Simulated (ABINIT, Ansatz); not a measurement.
# CdTe (F-43m): zone-centre phonons, part 2 of 2

Which modes does CdTe (F-43m) have at the zone centre?

ABINIT 10.8.3; DFT LDA, scalar-relativistic, plane waves, JTH PAW pseudopotentials.

So far. Step 3 (Self-consistent run for the response): The cell stands at -0.25 GPa: the relaxation ran with a smoothed and higher cutoff and on another k mesh. Step 5 (Zone-centre response): The acoustic modes at Γ come out as far as 6.0 cm⁻¹ from zero, where they should vanish, a small numerical error; the Born charges miss their sum rule by 0.028 e, which is fair. The relaxed cell has a = 6.415 Å (conventional setting).

## Step 6: Zone-centre analysis

anaddb reads the merged derivatives, imposes the acoustic sum rule and charge neutrality, and adds the LO-TO term along chosen directions.

anaddb.abi reads:

```
ddb_filepath "gamma_DDB"
output_file "anaddb.abo"
outdata_prefix "anaddb"
asr 1
chneut 1
enunit 2
eivec 1
nph1l 1
qph1l 0.0 0.0 0.0 1.0
dieflag 1
nph2l 3
qph2l 
    1.0 0.0 0.0 0.0
    0.0 0.0 1.0 0.0
    1.0 1.0 1.0 0.0
```

mrgddb.in reads:

```
gamma_DDB
merged
1
dfpt_gammao_DS2_DDB
```

Launch:

```console
$ mrgddb < mrgddb.in > mrgddb.log
$ OMP_NUM_THREADS=1 anaddb anaddb.abi > anaddb.log
```

anaddb.abo, the main output file:

```text
[banners, grids, parts of the stress and lines that vanish by symmetry left out]
-outvars_anaddb: echo values of input variables ----------------------

 Flags :
[...]
Dielectric Tensor and Effective Charges
[...]
Effective charge tensors after
[...]
Phonon wavevector (reduced coordinates) :  0.00000  0.00000  0.00000
 Phonon energies in Hartree :
[...]
Phonon energies in meV     :
-  0.000000E+00  0.000000E+00  0.000000E+00  1.855350E+01  1.855350E+01
-  1.855350E+01
 Phonon frequencies in cm-1    :
-  0.000000E+00  0.000000E+00  0.000000E+00  1.496441E+02  1.496441E+02
-  1.496441E+02
 Phonon frequencies in Thz     :
-  0.000000E+00  0.000000E+00  0.000000E+00  4.486217E+00  4.486217E+00
-  4.486217E+00
 Phonon energies in Kelvin  :
-  0.000000E+00  0.000000E+00  0.000000E+00  2.153045E+02  2.153045E+02
-  2.153045E+02
[...]
-  1  0.00000000E+00  0.00000000E+00 -1.51183527E-03
-     0.00000000E+00  0.00000000E+00  0.00000000E+00
-  2  0.00000000E+00  0.00000000E+00 -1.51183464E-03
-     0.00000000E+00  0.00000000E+00  0.00000000E+00
[...]
-  1  0.00000000E+00 -1.51183527E-03  0.00000000E+00
-     0.00000000E+00  0.00000000E+00  0.00000000E+00
-  2  0.00000000E+00 -1.51183464E-03  0.00000000E+00
-     0.00000000E+00  0.00000000E+00  0.00000000E+00
[...]
-  1  1.51183527E-03  0.00000000E+00  0.00000000E+00
-     0.00000000E+00  0.00000000E+00  0.00000000E+00
-  2  1.51183464E-03  0.00000000E+00  0.00000000E+00
-     0.00000000E+00  0.00000000E+00  0.00000000E+00
[...]
-  1  0.00000000E+00  0.00000000E+00  1.61073918E-03
-     0.00000000E+00  0.00000000E+00  0.00000000E+00
-  2  0.00000000E+00  0.00000000E+00 -1.41900374E-03
-     0.00000000E+00  0.00000000E+00  0.00000000E+00
[...]
-  1  0.00000000E+00  1.61073918E-03  0.00000000E+00
-     0.00000000E+00  0.00000000E+00  0.00000000E+00
-  2  0.00000000E+00 -1.41900374E-03  0.00000000E+00
-     0.00000000E+00  0.00000000E+00  0.00000000E+00
[...]
-  1  1.61073918E-03  0.00000000E+00  0.00000000E+00
-     0.00000000E+00  0.00000000E+00  0.00000000E+00
-  2 -1.41900374E-03  0.00000000E+00  0.00000000E+00
-     0.00000000E+00  0.00000000E+00  0.00000000E+00
[...]
-     1          0.000000     0.000000    -0.000001     0.000001
-     2          0.000000    -0.000001    -0.000000     0.000001
-     3          0.000001     0.000000    -0.000000     0.000001
-     4         -0.000000    -0.000000     3.052762     3.052762
-     5          0.000096     3.052762     0.000000     3.052762
-     6          3.052762    -0.000096     0.000000     3.052762
[...]
-   1     Real    0.0000E+00  0.0000E+00  0.0000E+00  0.0000E+00  0.0000E+00  0.0000E+00  0.0000E+00
[...]
-   2     Real    0.0000E+00  0.0000E+00  0.0000E+00  0.0000E+00  0.0000E+00  0.0000E+00  0.0000E+00
[...]
-   3     Real    0.0000E+00  0.0000E+00  0.0000E+00  0.0000E+00  0.0000E+00  0.0000E+00  0.0000E+00
[...]
-   4     Real    0.0000E+00  0.0000E+00  4.2944E-05  0.0000E+00  0.0000E+00  0.0000E+00  4.2944E-05
[...]
-   5     Real    4.2875E-14  4.2944E-05  0.0000E+00  1.3569E-09  0.0000E+00  0.0000E+00  4.2944E-05
[...]
-   6     Real    4.2944E-05  4.2875E-14  0.0000E+00 -1.3569E-09  0.0000E+00  0.0000E+00  4.2944E-05
[...]
Phonon at Gamma, with non-analyticity in the
[...]
Phonon energies in Hartree :
[...]
Phonon energies in meV     :
-  0.000000E+00  0.000000E+00  0.000000E+00  1.855350E+01  1.855350E+01
-  2.098845E+01
 Phonon frequencies in cm-1    :
-  0.000000E+00  0.000000E+00  0.000000E+00  1.496441E+02  1.496441E+02
-  1.692832E+02
 Phonon frequencies in Thz     :
-  0.000000E+00  0.000000E+00  0.000000E+00  4.486217E+00  4.486217E+00
-  5.074984E+00
 Phonon energies in Kelvin  :
-  0.000000E+00  0.000000E+00  0.000000E+00  2.153045E+02  2.153045E+02
-  2.435608E+02
[...]
-  1  0.00000000E+00  0.00000000E+00 -1.51183527E-03
-     0.00000000E+00  0.00000000E+00  0.00000000E+00
-  2  0.00000000E+00  0.00000000E+00 -1.51183464E-03
-     0.00000000E+00  0.00000000E+00  0.00000000E+00
[...]
Phonon at Gamma, with non-analyticity in the
[...]
Phonon energies in Hartree :
[...]
Phonon energies in meV     :
-  0.000000E+00  0.000000E+00  0.000000E+00  1.855350E+01  1.855350E+01
-  2.098845E+01
 Phonon frequencies in cm-1    :
-  0.000000E+00  0.000000E+00  0.000000E+00  1.496441E+02  1.496441E+02
-  1.692832E+02
 Phonon frequencies in Thz     :
-  0.000000E+00  0.000000E+00  0.000000E+00  4.486217E+00  4.486217E+00
-  5.074984E+00
 Phonon energies in Kelvin  :
-  0.000000E+00  0.000000E+00  0.000000E+00  2.153045E+02  2.153045E+02
-  2.435608E+02
[...]
Phonon at Gamma, with non-analyticity in the
[...]
Phonon energies in Hartree :
[...]
Phonon energies in meV     :
-  0.000000E+00  0.000000E+00  0.000000E+00  1.855350E+01  1.855350E+01
-  2.098845E+01
 Phonon frequencies in cm-1    :
-  0.000000E+00  0.000000E+00  0.000000E+00  1.496441E+02  1.496441E+02
-  1.692832E+02
 Phonon frequencies in Thz     :
-  0.000000E+00  0.000000E+00  0.000000E+00  4.486217E+00  4.486217E+00
-  5.074984E+00
 Phonon energies in Kelvin  :
-  0.000000E+00  0.000000E+00  0.000000E+00  2.153045E+02  2.153045E+02
-  2.435608E+02
[...]
-  1  4.10862429E-07 -1.51183472E-03 -1.19423017E-06
-     0.00000000E+00  0.00000000E+00  0.00000000E+00
-  2  4.10816014E-07 -1.51183413E-03 -1.19427591E-06
-     0.00000000E+00  0.00000000E+00  0.00000000E+00
[...]
-  1  1.51183516E-03  4.10571138E-07  3.06636418E-07
-     0.00000000E+00  0.00000000E+00  0.00000000E+00
-  2  1.51183457E-03  4.10617206E-07  3.06682529E-07
-     0.00000000E+00  0.00000000E+00  0.00000000E+00
[...]
-  1  1.80528012E-04  1.03791930E-03 -1.21844731E-03
-     0.00000000E+00  0.00000000E+00  0.00000000E+00
-  2 -1.59038738E-04 -9.14369872E-04  1.07340861E-03
-     0.00000000E+00  0.00000000E+00  0.00000000E+00
[...]
-  1  1.30271387E-03 -8.07698781E-04 -4.95015092E-04
-     0.00000000E+00  0.00000000E+00  0.00000000E+00
-  2 -1.14764444E-03  7.11553807E-04  4.36090634E-04
-     0.00000000E+00  0.00000000E+00  0.00000000E+00
[...]
Direction                     Dielectric constant
[...]
0.00000   0.00000   1.00000     11.92630548
   1.00000   1.00000   1.00000     11.92630548
-
```

The job ended after 0.74 s (1 thread of Intel Xeon at 2.70GHz, shared host).

This step gave:

```yaml
highest_optical_zone_centre_mode_no_lo_to_term: 149.6 cm⁻¹
lowest_optical_zone_centre_mode: 149.6 cm⁻¹
mean_static_dielectric_constant: 11.93
highest_mode_moved_by_the_lo_to_term: 169.3 cm⁻¹
```

No LO-TO term; unit eigenvectors of the mass-weighted matrix, from anaddb's displacements. The modes at Γ (shares of kinetic energy by element, %):

| mode | frequency (cm⁻¹) | symmetry | Cd % | Te % |
| --- | --- | --- | --- | --- |
| 1 | 0.0 | acoustic | 47 | 53 |
| 2 | 0.0 | acoustic | 47 | 53 |
| 3 | 0.0 | acoustic | 47 | 53 |
| 4 | 149.6 | T2 | 53 | 47 |
| 5 | 149.6 | T2 | 53 | 47 |
| 6 | 149.6 | T2 | 53 | 47 |

Displacements in mode 5 (149.6 cm⁻¹), the largest set to 1:
```
Cd1  0.00  1.00  0.00
Te2  0.00 -0.88  0.00
```

Trace of the oscillator strength, degenerate modes summed. Infrared lines, with heights relative to the strongest:

| position (cm⁻¹) | lines merged | IR intensity, relative |
| --- | --- | --- |
| 150 | 3 | 100 |

Static dielectric tensor (ions relaxed, fixed cell):

```
11.93  0.00  0.00
 0.00 11.93  0.00
 0.00  0.00 11.93
```

The rule moves no optical mode by more than 0.2 cm⁻¹.

## Step 7: Sum rules set otherwise (asr 0)

Without the rule the raw error of the acoustic modes shows.

Changes to anaddb.abi since step 6:

```diff
@@ -3,4 +3,4 @@
 outdata_prefix "anaddb"
-asr 1
-chneut 1
+asr 0
+chneut 0
 enunit 2
```

mrgddb.in is that of step 6.

anaddb.abo, the main output file:

```text
[banners, grids, parts of the stress and lines that vanish by symmetry left out]
-outvars_anaddb: echo values of input variables ----------------------

 Flags :
[...]
Dielectric Tensor and Effective Charges
[...]
Effective charge tensors after
[...]
Phonon wavevector (reduced coordinates) :  0.00000  0.00000  0.00000
 Phonon energies in Hartree :
[...]
Phonon energies in meV     :
- -7.438033E-01 -7.438033E-01 -7.438033E-01  1.853892E+01  1.853892E+01
-  1.853892E+01
 Phonon frequencies in cm-1    :
- -5.999178E+00 -5.999178E+00 -5.999178E+00  1.495265E+02  1.495265E+02
-  1.495265E+02
 Phonon frequencies in Thz     :
- -1.798508E-01 -1.798508E-01 -1.798508E-01  4.482690E+00  4.482690E+00
-  4.482690E+00
 Phonon energies in Kelvin  :
- -8.631479E+00 -8.631479E+00 -8.631479E+00  2.151352E+02  2.151352E+02
-  2.151352E+02
[...]
-  1  0.00000000E+00  0.00000000E+00 -1.51138791E-03
-     0.00000000E+00  0.00000000E+00  0.00000000E+00
-  2  0.00000000E+00  0.00000000E+00 -1.51222863E-03
-     0.00000000E+00  0.00000000E+00  0.00000000E+00
[...]
-  1  0.00000000E+00 -1.51138791E-03  0.00000000E+00
-     0.00000000E+00  0.00000000E+00  0.00000000E+00
-  2  0.00000000E+00 -1.51222863E-03  0.00000000E+00
-     0.00000000E+00  0.00000000E+00  0.00000000E+00
[...]
-  1  1.51138791E-03  0.00000000E+00  0.00000000E+00
-     0.00000000E+00  0.00000000E+00  0.00000000E+00
-  2  1.51222863E-03  0.00000000E+00  0.00000000E+00
-     0.00000000E+00  0.00000000E+00  0.00000000E+00
[...]
-  1  0.00000000E+00  0.00000000E+00  1.61115895E-03
-     0.00000000E+00  0.00000000E+00  0.00000000E+00
-  2  0.00000000E+00  0.00000000E+00 -1.41858385E-03
-     0.00000000E+00  0.00000000E+00  0.00000000E+00
[...]
-  1  0.00000000E+00  1.61115895E-03  0.00000000E+00
-     0.00000000E+00  0.00000000E+00  0.00000000E+00
-  2  0.00000000E+00 -1.41858385E-03  0.00000000E+00
-     0.00000000E+00  0.00000000E+00  0.00000000E+00
[...]
-  1  1.61115895E-03  0.00000000E+00  0.00000000E+00
-     0.00000000E+00  0.00000000E+00  0.00000000E+00
-  2 -1.41858385E-03  0.00000000E+00  0.00000000E+00
-     0.00000000E+00  0.00000000E+00  0.00000000E+00
[...]
-     1         -0.000000    -0.000001     0.020775     0.020775
-     2         -0.000000     0.020775     0.000001     0.020775
-     3         -0.020775    -0.000000    -0.000000     0.020775
-     4          0.000013    -0.000132     3.051445     3.051445
-     5          0.000043     3.051445     0.000132     3.051445
-     6          3.051445    -0.000043    -0.000013     3.051445
[...]
-   1     Real    0.0000E+00  0.0000E+00  1.9729E-09  0.0000E+00  0.0000E+00 -6.3833E-14  1.9729E-09
[...]
-   2     Real    0.0000E+00  1.9729E-09  0.0000E+00 -2.9746E-14  0.0000E+00  6.3833E-14  1.9729E-09
[...]
-   3     Real    1.9729E-09  0.0000E+00  0.0000E+00  2.9746E-14  0.0000E+00  0.0000E+00  1.9729E-09
[...]
-   4     Real    0.0000E+00  7.9914E-14  4.2909E-05  0.0000E+00  1.7609E-10 -1.8518E-09  4.2909E-05
[...]
-   5     Real    0.0000E+00  4.2909E-05  7.9913E-14  6.0665E-10  2.6181E-14  1.8517E-09  4.2909E-05
[...]
-   6     Real    4.2909E-05  0.0000E+00  0.0000E+00 -6.0665E-10 -1.7612E-10  0.0000E+00  4.2909E-05
[...]
Phonon at Gamma, with non-analyticity in the
[...]
Phonon energies in Hartree :
[...]
Phonon energies in meV     :
- -7.438033E-01 -7.438033E-01 -7.414756E-01  1.853892E+01  1.853892E+01
-  2.097368E+01
 Phonon frequencies in cm-1    :
- -5.999178E+00 -5.999178E+00 -5.980404E+00  1.495265E+02  1.495265E+02
-  1.691641E+02
 Phonon frequencies in Thz     :
- -1.798508E-01 -1.798508E-01 -1.792880E-01  4.482690E+00  4.482690E+00
-  5.071412E+00
 Phonon energies in Kelvin  :
- -8.631479E+00 -8.631479E+00 -8.604468E+00  2.151352E+02  2.151352E+02
-  2.433894E+02
[...]
-  1  0.00000000E+00  0.00000000E+00 -1.51138791E-03
-     0.00000000E+00  0.00000000E+00  0.00000000E+00
-  2  0.00000000E+00  0.00000000E+00 -1.51222863E-03
-     0.00000000E+00  0.00000000E+00  0.00000000E+00
[...]
Phonon at Gamma, with non-analyticity in the
[...]
Phonon energies in Hartree :
[...]
Phonon energies in meV     :
- -7.438033E-01 -7.438033E-01 -7.414757E-01  1.853892E+01  1.853892E+01
-  2.097368E+01
 Phonon frequencies in cm-1    :
- -5.999178E+00 -5.999178E+00 -5.980404E+00  1.495265E+02  1.495265E+02
-  1.691641E+02
 Phonon frequencies in Thz     :
- -1.798508E-01 -1.798508E-01 -1.792880E-01  4.482690E+00  4.482690E+00
-  5.071412E+00
 Phonon energies in Kelvin  :
- -8.631479E+00 -8.631479E+00 -8.604468E+00  2.151352E+02  2.151352E+02
-  2.433894E+02
[...]
Phonon at Gamma, with non-analyticity in the
[...]
Phonon energies in Hartree :
[...]
Phonon energies in meV     :
- -7.438033E-01 -7.438033E-01 -7.414757E-01  1.853892E+01  1.853892E+01
-  2.097368E+01
 Phonon frequencies in cm-1    :
- -5.999178E+00 -5.999178E+00 -5.980404E+00  1.495265E+02  1.495265E+02
-  1.691641E+02
 Phonon frequencies in Thz     :
- -1.798508E-01 -1.798508E-01 -1.792880E-01  4.482690E+00  4.482690E+00
-  5.071412E+00
 Phonon energies in Kelvin  :
- -8.631479E+00 -8.631479E+00 -8.604468E+00  2.151352E+02  2.151352E+02
-  2.433894E+02
[...]
-  1  1.22498312E-03 -7.41751719E-04 -4.83233031E-04
-     0.00000000E+00  0.00000000E+00  0.00000000E+00
-  2  1.22566453E-03 -7.42164322E-04 -4.83501832E-04
-     0.00000000E+00  0.00000000E+00  0.00000000E+00
[...]
-  1  8.73977774E-04  8.73976749E-04  8.73976407E-04
-     0.00000000E+00  0.00000000E+00  0.00000000E+00
-  2  8.71872404E-04  8.71871379E-04  8.71871037E-04
-     0.00000000E+00  0.00000000E+00  0.00000000E+00
[...]
-  1  1.80530584E-04  1.03821737E-03 -1.21874795E-03
-     0.00000000E+00  0.00000000E+00  0.00000000E+00
-  2 -1.58952518E-04 -9.14123584E-04  1.07307610E-03
-     0.00000000E+00  0.00000000E+00  0.00000000E+00
[...]
-  1  1.30305953E-03 -8.07873839E-04 -4.95185695E-04
-     0.00000000E+00  0.00000000E+00  0.00000000E+00
-  2 -1.14731027E-03  7.11312056E-04  4.35998218E-04
-     0.00000000E+00  0.00000000E+00  0.00000000E+00
[...]
Direction                     Dielectric constant
[...]
0.00000   0.00000   1.00000     11.92827374
   1.00000   1.00000   1.00000     11.92827374
-
```

The job ended after 0.78 s (1 thread).

Numbers from this step:

| Property | Result |
| --- | --- |
| highest optical zone-centre mode (no LO-TO term) | 149.5 cm⁻¹ |
| lowest optical zone-centre mode | 149.5 cm⁻¹ |

Zone-centre frequencies as printed; negative means imaginary. Modes:

| mode | frequency (cm⁻¹) |
| --- | --- |
| 1 | -6 |
| 2 | -6 |
| 3 | -6 |
| 4 | 149.5 |
| 5 | 149.5 |
| 6 | 149.5 |

## Step 8: Outcome

```yaml
space_group_after_relaxation: F-43m
volume_per_atom: 33.0 Å³
highest_optical_zone_centre_mode_no_lo_to_term: 149.6 cm⁻¹
highest_mode_moved_by_the_lo_to_term: 169.3 cm⁻¹
mean_high_frequency_dielectric_constant: 9.32
largest_born_charge_in_size_third_of_the_trace: 2.18 e
mean_static_dielectric_constant: 11.9
imaginary_optical_modes_at_the_zone_centre_no_q_mesh_in_this_session: none
```

**Reading.** At the LDA level the optical modes of CdTe (F-43m) at the zone centre (no LO-TO term) lie at 150 cm⁻¹. Along the directions run, the highest mode that the macroscopic field moves lies at 169 cm⁻¹. Lattice motion raises the mean dielectric constant from 9.320 to 11.93. The Born charge of Te is -2.177 e against a formal charge of -2, close to the ionic value. The Lyddane-Sachs-Teller relation holds: (ωLO/ωTO)² is 1.28 and ε₀/ε∞ is 1.28. These are harmonic frequencies at zero temperature: anharmonic shifts and linewidths and thermal expansion are left out. Spin-orbit coupling is left out, which can matter for the heavy elements here.

[Host names and launcher messages were left out of these logs when they were recorded.]

[Logs are printed without paths, hosts, clocks, repeated set-up lines and the standing remarks that a program may print on its own settings, such as how far it seeks lower states.]

[Hosts, paths, dates, database ids (printed as entryN), source tags and the programs' standing remarks are cut or masked in the printed files.]
